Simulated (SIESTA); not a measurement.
Crystal: SiC (Moissanite).

```
CELL_PARAMETERS angstrom
3.07600 0.00000 0.00000
-1.53800 2.66389 0.00000
0.00000 0.00000 5.04800
ATOMIC_POSITIONS crystal
Si 0.66667 0.33333 0.50000
Si 0.33333 0.66667 0.00000
C 0.66667 0.33333 0.88500
C 0.33333 0.66667 0.38500
```

- Program: SIESTA 5.4.2
- Task: relaxation of cell and atoms
- Functional: PBE
- Potentials or basis: PseudoDojo 0.4 standard (PBE files)
- Basis: SZ (energy shift 0.05 Ry)
- Grid cutoff: 500 Ry
- Energy shift: 0.05 Ry
- k mesh: 10 × 10 × 5
- Occupations: fermi-dirac, width 0.05 eV
- Spin: no spin polarisation

At the start: pressure 10.5 GPa; volume 10.34 Å³/atom.

How do energy, volume and symmetry change on relaxing?

Over 9 steps the energy falls by 28.6 meV/atom and the volume is 10.75 Å³/atom (+3.9 %); space group P6_3mc (No. 186, to 0.05 Å).

Step by step:
| step | energy change (eV) | largest force (eV/Å) | pressure (GPa) | volume (Å³) |
| --- | --- | --- | --- | --- |
| 1 | 0.0000 | 1.2326 | 10.51 | 41.36 |
| 2 | -0.0790 | 0.0712 | 8.38 | 41.64 |
| 3 | -0.0896 | 0.0150 | 7.01 | 41.86 |
| 4 | -0.1144 | 0.0395 | 0.11 | 42.98 |
| 5 | -0.1143 | 0.0169 | 0.53 | 42.91 |
| 6 | -0.1143 | 0.0179 | 0.44 | 42.93 |
| 7 | -0.1145 | 0.0085 | -0.13 | 43.03 |
| 8 | -0.1144 | 0.0044 | -0.22 | 43.04 |
| 9 | -0.1145 | 0.0029 | 0.04 | 43.00 |

Final structure:
```xyz
4
Lattice="3.1157 0.0000 0.0000 -1.5579 2.6983 0.0000 0.0000 0.0000 5.1144" Properties=species:S:1:pos:R:3 pbc="T T T"
Si    1.5579    0.8994    2.5832
Si    0.0000    1.7989    0.0260
C     1.5579    0.8994    4.5017
C     0.0000    1.7989    1.9445
```

Caveat: the basis has no polarisation orbitals; the basis of atomic orbitals isn't converged, which shifts pressures, moduli and gaps.
